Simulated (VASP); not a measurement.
# Pt (Fm-3m) in VASP: a series of runs

The runs below take Pt through relaxation of cell and atoms, with r2SCAN.

All numbers are computed with VASP 6.6.1; they aren't measurements. Logs are shortened: lines on timing, memory, paths and dates and some standing lists are left out, and cuts for length are marked.

## 1. The crystal as given

It takes space group Fm-3m (No. 225, cubic). Conventional cell: a = 3.922 Å, b = 3.922 Å, c = 3.922 Å, α = 90.00°, β = 90.00°, γ = 90.00°. Pt (site symmetry m-3m) has 12 Pt at 2.77 Å as nearest neighbours.

## 2. Relaxation of cell and atoms, r2SCAN

File INCAR:

```
SYSTEM = Pt
ALGO     = Normal         ! electronic algorithm
EDIFF    = 1E-7           ! SCF threshold, eV
EDIFFG   = -0.002         ! ionic threshold
ENCUT    = 520            ! plane-wave cutoff, eV
IBRION   = 2              ! ionic algorithm
ISIF     = 3              ! what is computed and relaxed
ISMEAR   = 0              ! smearing method
LASPH    = .TRUE.         ! aspherical terms in the spheres
LCHARG   = .FALSE.        ! write CHGCAR
LMIXTAU  = .TRUE.       
LREAL    = .FALSE.        ! projectors in reciprocal space
LWAVE    = .FALSE.        ! write WAVECAR
METAGGA  = R2SCAN         ! meta-GGA
NELM     = 100            ! most SCF steps
NSW      = 80             ! ionic steps
PREC     = Accurate       ! precision mode
SIGMA    = 0.1            ! smearing width, eV
```

File KPOINTS:

```
k-points
0
G
  18 18 18
  0 0 0
```

File POSCAR:

```
Pt
1.0
    0.0000000000      1.9609000000      1.9609000000
    1.9609000000      0.0000000000      1.9609000000
    1.9609000000      1.9609000000      0.0000000000
Pt
1
Direct
    0.0000000000      0.0000000000      0.0000000000
```

Potentials or basis: VASP PAW PBE potentials, release 64 (Pt).

Command:

```sh
$ cat potpaw_PBE.64/Pt/POTCAR > POTCAR
$ mpirun -np 1 vasp_std > vasp.out
```

OUTCAR:

```text
SYSTEM = Pt
   EDIFF = 1E-7
   EDIFFG = -0.002
   ENCUT = 520
   IBRION = 2
   ISIF = 3
   ISMEAR = 0
   LASPH = .TRUE.
   LREAL = .FALSE.
   METAGGA = R2SCAN
   NELM = 100
   NSW = 80
   PREC = Accurate

 ion  position               nearest neighbor table
   1  0.000  0.000  0.000-

  LATTYP: Found a face centered cubic cell.
 ALAT       =     3.9218000000

  Lattice vectors:

 A1 = (   0.0000000000,   1.9609000000,   1.9609000000)
 A2 = (   1.9609000000,   0.0000000000,   1.9609000000)
 A3 = (   1.9609000000,   1.9609000000,   0.0000000000)

Analysis of symmetry for initial positions (statically):
=====================================================================
 Subroutine PRICEL returns:
 Original cell was already a primitive cell.

 Routine SETGRP: Setting up the symmetry group for a
 face centered cubic supercell.

 Subroutine GETGRP returns: Found 48 space group operations
 (whereof 48 operations were pure point group operations)
 out of a pool of 48 trial point group operations.

The static configuration has the point symmetry O_h .

Analysis of symmetry for dynamics (positions and initial velocities):
=====================================================================
 Subroutine PRICEL returns:
 Original cell was already a primitive cell.

 Routine SETGRP: Setting up the symmetry group for a
 face centered cubic supercell.

 Subroutine GETGRP returns: Found 48 space group operations
 (whereof 48 operations were pure point group operations)
 out of a pool of 48 trial point group operations.

The dynamic configuration has the point symmetry O_h .

 Subroutine INISYM returns: Found 48 space group operations
 (whereof 48 operations are pure point group operations),
 and found     1 'primitive' translations

----------------------------------------------------------------------------------------

                                     Primitive cell

  volume of cell :      15.0798

  direct lattice vectors                    reciprocal lattice vectors
     0.000000000  1.960900000  1.960900000    -0.254984956  0.254984956  0.254984956
     1.960900000  0.000000000  1.960900000     0.254984956 -0.254984956  0.254984956
     1.960900000  1.960900000  0.000000000     0.254984956  0.254984956 -0.254984956

  length of vectors
     2.773131374  2.773131374  2.773131374     0.441646899  0.441646899  0.441646899

  position of ions in fractional coordinates (direct lattice)
     0.000000000  0.000000000  0.000000000

  ion indices of the primitive-cell ions
   primitive index   ion index
                 1           1

----------------------------------------------------------------------------------------

 KPOINTS: k-points

Automatic generation of k-mesh.
 Grid dimensions read from file:
 generate k-points for:   18   18   18

 Generating k-lattice:

  Cartesian coordinates                     Fractional coordinates (reciprocal lattice)
    -0.014165831  0.014165831  0.014165831     0.055555556  0.000000000  0.000000000
     0.014165831 -0.014165831  0.014165831     0.000000000  0.055555556  0.000000000
     0.014165831  0.014165831 -0.014165831     0.000000000  0.000000000  0.055555556

  Length of vectors
     0.024535939  0.024535939  0.024535939

  Shift w.r.t. Gamma in fractional coordinates (k-lattice)
     0.000000000  0.000000000  0.000000000

 Subroutine IBZKPT returns following result:
 ===========================================

 Found    195 irreducible k-points:

 Following reciprocal coordinates:
            Coordinates               Weight
  0.000000  0.000000  0.000000      1.000000
  0.055556  0.000000  0.000000      8.000000
  0.111111  0.000000  0.000000      8.000000
  0.166667  0.000000  0.000000      8.000000
  0.222222  0.000000  0.000000      8.000000
  0.277778  0.000000  0.000000      8.000000
[... 16 lines left out ...]
 -0.277778  0.055556  0.000000     24.000000
 -0.222222  0.055556  0.000000     24.000000
 [... further k-points ...]
   k-points           NKPTS =    195   k-points in BZ     NKDIM =    195   number of bands    NBANDS=      9
   number of dos      NEDOS =    301   number of ions     NIONS =      1
   total plane-waves  NPLWV =  13824
   dimension x,y,z NGX =    24 NGY =   24 NGZ =   24
   dimension x,y,z NGXF=    48 NGYF=   48 NGZF=   48
   ions per type =               1
   NGX,Y,Z   is equivalent  to a cutoff of  14.39, 14.39, 14.39 a.u.
   NGXF,Y,Z  is equivalent  to a cutoff of  28.78, 28.78, 28.78 a.u.
 SYSTEM =  Pt
   PREC   = accura    normal or accurate (medium, high low for compatibility)
   ISTART =      0    job   : 0-new  1-cont  2-samecut
   ICHARG =      2    charge: 1-file 2-atom 10-const
   ISPIN  =      1    spin polarized calculation?
   LNONCOLLINEAR =      F non collinear calculations
   LSORBIT =      F    spin-orbit coupling
   LASPH  =      T    aspherical Exc in radial PAW
   ENCUT  =  520.0 eV  38.22 Ry    6.18 a.u.   5.16  5.16  5.16*2*pi/ulx,y,z
   NELM   =    100;   NELMIN=  2; NELMDL= -5     # of ELM steps
   EDIFF  = 0.1E-06   stopping-criterion for ELM
   LREAL  =      F    real-space projection
   EDIFFG = -.2E-02   stopping-criterion for IOM
   NSW    =     80    number of steps for IOM
   IBRION =      2    ionic relax: 0-MD 1-quasi-New 2-CG
   NFREE  =      1    steps in history (QN), initial steepest desc. (CG)
   ISIF   =      3    stress and relaxation
   ISYM   =      2    0-nonsym 1-usesym 2-fastsym
   POTIM  = 0.5000    time-step for ionic-motion
   TEBEG  =    0.0;   TEEND  =   0.0 temperature during run
   PSTRESS=    0.0 pullay stress
   NELECT =      10.0000    total number of electrons
   NUPDOWN=      -1.0000    fix difference up-down
   EMIN   =  10.00;   EMAX   =-10.00  energy-range for DOS
   EFERMI =   0.00;   METHOD = LEGACY
   ISMEAR =     0;   SIGMA  =   0.10  broadening in eV -4-tet -1-fermi 0-gaus
   EFERMI_NEDOS =   21; number of points for ismear=-14 and -15
   IALGO  =     38    algorithm
   IMIX   =      4    mixing-type and parameters
     AMIX     =   0.40;   BMIX     =  1.00
     AMIX_MAG =   1.60;   BMIX_MAG =  1.00
  volume/ion in A,a.u.               =      15.08       101.76
  Fermi-wavevector in a.u.,A,eV,Ry     =   1.427609  2.697791 27.729605  2.038068
  Thomas-Fermi vector in A             =   2.547760
   LORBIT       =      0    0 simple, 1 ext, 2 COOP (PROOUT), +10 PAW based schemes
   METAGGA = R2SCAN    functional components
   LHFCALC =     F    Hartree Fock is set to
   AEXX    =    0.0000 exact exchange contribution
   IVDW    =     0    specifies the selected vdW correction
   LEPSILON=     F    determine dielectric tensor
   LRPA    =     F    only Hartree local field effects (RPA)
 conjugate gradient relaxation of ions
 non-spin polarized calculation
 Gauss-broadening in eV      SIGMA  =   0.10
  energy-cutoff  :      520.00
  volume of cell :       15.08
 maximum number of plane-waves:       419
 NGX is ok and might be reduce to    24
   NGX = 11   NGY = 11   NGZ = 11

--------------------------------------- Ionic step        1  -------------------------------------------

 number of electron      10.0000000 magnetization

 Free energy of the ion-electron system (eV)
  ---------------------------------------------------
  ext. energy  EPLUGINS =         0.00000000
  ---------------------------------------------------
  free energy    TOTEN  =       -51.49803934 eV

  energy without entropy =      -51.48791326  energy(sigma->0) =      -51.49297630

------------------------ aborting loop because EDIFF is reached ----------------------------------------

  FORCE on cell =-STRESS in cart. coord.  units (eV):
  Direction    XX          YY          ZZ          XY          YZ          ZX
  --------------------------------------------------------------------------------------
  -------------------------------------------------------------------------------------
  Total        0.4442137      0.4442137      0.4442137      0.0000000      0.0000000     -0.0000000
  in kB       47.1961093     47.1961093     47.1961093      0.0000000      0.0000000     -0.0000000
  external PRESSURE =      47.1961093 kB  Pullay stress =       0.0000000 kB
[... 20 lines left out ...]
  energy  without entropy=      -51.4879132607  energy(sigma->0) =      -51.49297630

--------------------------------------- Ionic step        2  -------------------------------------------

 number of electron      10.0000000 magnetization

 E-fermi :   9.8355     XC(G=0): -14.1874

 val. band max:        9.8350361067   @ k =  -0.2778   0.3889   0.1667
 cond. band min:       9.8423965033   @ k =   0.5000   0.2778   0.0556
 fundamental gap:      0.0073603966
 Fermi energy:         9.8355145885

 k-point     1 :       0.0000    0.0000    0.0000
  band No.  band energies     occupation
      1       0.0631      2.00000
      2       6.3050      2.00000
      3       6.3050      2.00000
      4       6.3050      2.00000
      5       8.2472      2.00000
      6       8.2472      2.00000
      7      25.4733      0.00000
      8      30.2689      0.00000
      9      30.2689      0.00000
[... 339 lines left out ...]
  FREE ENERGIE OF THE ION-ELECTRON SYSTEM (eV)
  ---------------------------------------------------
  free  energy   TOTEN  =       -51.5016464260 eV

  energy  without entropy=      -51.4912763805  energy(sigma->0) =      -51.49646140

[... ionic steps 4 to 12 ...]

--------------------------------------- Ionic step       13  -------------------------------------------

 number of electron      10.0000001 magnetization

------------------------ aborting loop because EDIFF is reached ----------------------------------------

  FORCE on cell =-STRESS in cart. coord.  units (eV):
  Direction    XX          YY          ZZ          XY          YZ          ZX
  --------------------------------------------------------------------------------------
  -------------------------------------------------------------------------------------
  Total        0.0026229      0.0026229      0.0026229     -0.0000000     -0.0000000     -0.0000000
  in kB        0.2741259      0.2741259      0.2741259     -0.0000000     -0.0000000     -0.0000000
  external PRESSURE =       0.2741259 kB  Pullay stress =       0.0000000 kB
[... 55 lines left out ...]
  energy  without entropy=      -51.4912819634  energy(sigma->0) =      -51.49646488

--------------------------------------- Ionic step       15  -------------------------------------------

 number of electron      10.0000001 magnetization

 Free energy of the ion-electron system (eV)
  ---------------------------------------------------
  ext. energy  EPLUGINS =         0.00000000
  ---------------------------------------------------
  free energy    TOTEN  =       -51.50164777 eV

  energy without entropy =      -51.49128149  energy(sigma->0) =      -51.49646463

 E-fermi :  10.7036     XC(G=0): -14.5195

 val. band max:       10.7002577316   @ k =   0.4444   0.1111   0.0000
 cond. band min:      10.7036413037   @ k =  -0.2778   0.3889   0.1667
 fundamental gap:      0.0033835721
 Fermi energy:        10.7035664044

 k-point     1 :       0.0000    0.0000    0.0000
  band No.  band energies     occupation
      1       0.3959      2.00000
      2       6.8883      2.00000
      3       6.8883      2.00000
      4       6.8883      2.00000
      5       8.9942      2.00000
      6       8.9942      2.00000
      7      26.2289      0.00000
      8      31.3031      0.00000
      9      31.3031      0.00000
[... 304 lines left out ...]
  FREE ENERGIE OF THE ION-ELECTRON SYSTEM (eV)
  ---------------------------------------------------
  free  energy   TOTEN  =       -51.5016477744 eV

  energy  without entropy=      -51.4912814889  energy(sigma->0) =      -51.49646463

 reached required accuracy - stopping structural energy minimisation
```

Run time: 8.6 min. Hardware: 1 thread of AMD EPYC 9R45 (Zen 5), shared host; peak memory 0.14 GiB.

Results:

```
Free energy                            : -51.5016 eV
Relaxed volume                         : 15.33 Å³/atom
Relaxed cell                           : a = 2.788 Å, b = 2.788 Å, c = 2.788 Å, α = 60.00°, β = 60.00°, γ = 60.00°
Space group after relaxing (to 0.05 Å) : Fm-3m (No. 225)
Energy gained by relaxing              : 3.6 meV/atom
Ionic steps                            : 15
Pressure after relaxing                : 0.0 GPa
Band gap on the k mesh                 : none (metal or under the smearing width)
```

Step by step:
| step | energy change (eV) | largest force (eV/Å) | pressure (GPa) | volume (Å³) |
| --- | --- | --- | --- | --- |
| 1 | 0.0000 | 0.0000 | 4.72 | 15.08 |
| 2 | 0.0238 | 0.0000 | -11.25 | 16.07 |
| 3 | -0.0036 | 0.0000 | -0.05 | 15.33 |
| 4 | -0.0036 | 0.0000 | 0.03 | 15.33 |
| 5 | -0.0036 | 0.0000 | 0.03 | 15.33 |
| 6 | -0.0036 | 0.0000 | 0.03 | 15.33 |
| 7 | -0.0036 | 0.0000 | 0.03 | 15.33 |
| 8 | -0.0036 | 0.0000 | 0.03 | 15.33 |
| 9 | -0.0036 | 0.0000 | 0.03 | 15.33 |
| 10 | -0.0036 | 0.0000 | 0.03 | 15.33 |
| 11 | -0.0036 | 0.0000 | 0.03 | 15.33 |
| 12 | -0.0036 | 0.0000 | 0.03 | 15.33 |
| 13 | -0.0036 | 0.0000 | 0.03 | 15.33 |
| 14 | -0.0036 | 0.0000 | 0.03 | 15.33 |
| 15 | -0.0036 | 0.0000 | 0.02 | 15.33 |

Final structure:
```
Pt
1.0
     0.00000    1.97172    1.97172
     1.97172    0.00000    1.97172
     1.97172    1.97172    0.00000
Pt
1
Direct
  0.00000 0.00000 0.00000
```

Levels at points of the mesh, in eV from the Fermi level:
```tsv
k point	band 2	band 3	band 4	band 5	band 6	band 7	band 8	band 9
(0.00, 0.00, 0.00)	-3.82	-3.82	-3.82	-1.71	-1.71	15.53	20.60	20.60
(0.50, 0.00, 0.00)	-3.91	-3.91	-0.24	0.02	0.02	6.03	15.17	19.84
(0.50, 0.50, 0.00)	-6.69	-0.06	0.50	0.50	1.98	9.16	11.97	11.97
```

Caveat: the PAW data sets were made with another functional, which shifts forces and pressure a little. Spin-orbit coupling is left out, which matters for the levels of Pt.

## 3. Relaxation of cell and atoms, r2SCAN

This run uses another cell than the first one, of 15.33 Å³/atom, 1.017 times its volume.

INCAR is that of step 2.

KPOINTS is that of step 2.

File POSCAR:

```
Pt                                      
1.0
    0.0000000000      1.9717224245      1.9717224245
    1.9717224245      0.0000000000      1.9717224245
    1.9717224245      1.9717224245      0.0000000000
  Pt            
     1
Direct
     0.0000000000000000    0.0000000000000000    0.0000000000000000
```

Potentials or basis: VASP PAW PBE potentials, release 64 (Pt).

Command:

```sh
$ cat potpaw_PBE.64/Pt/POTCAR > POTCAR
$ mpirun -np 1 vasp_std > vasp.out
```

Wall time 1.7 min (1 thread of AMD EPYC 9R45 (Zen 5), shared host); peak memory 0.14 GiB.

It converged, with:

- Free energy: -51.5018 eV
- Pressure after relaxing: 0.0 GPa
- Band gap on the k mesh: none (metal or under the smearing width)

Final structure:
```cif
data_structure
_symmetry_space_group_name_H-M 'P 1'
_symmetry_Int_Tables_number 1
_cell_length_a 2.7884
_cell_length_b 2.7884
_cell_length_c 2.7884
_cell_angle_alpha 60.000
_cell_angle_beta 60.000
_cell_angle_gamma 60.000
_cell_volume 15.33
loop_
_atom_site_label
_atom_site_type_symbol
_atom_site_fract_x
_atom_site_fract_y
_atom_site_fract_z
_atom_site_occupancy
Pt1 Pt 0.00000 0.00000 0.00000 1
```

Levels at points of the mesh, in eV from the Fermi level:
```csv
k point,band 1,band 2,band 3,band 4,band 5,band 6,band 7,band 8,band 9
"(0.00, 0.00, 0.00)",-10.31,-3.82,-3.82,-3.82,-1.71,-1.71,15.53,20.60,20.60
"(0.50, 0.00, 0.00)",-7.40,-3.91,-3.91,-0.24,0.02,0.02,6.03,15.17,19.84
"(0.50, 0.50, 0.00)",-7.11,-6.69,-0.06,0.50,0.50,1.98,9.16,11.97,11.97
```

Caveat: the relaxation stopped at its first step, so nothing moved; the PAW data sets were made with another functional, which shifts forces and pressure a little. Spin-orbit coupling is left out, which matters for the levels of Pt.
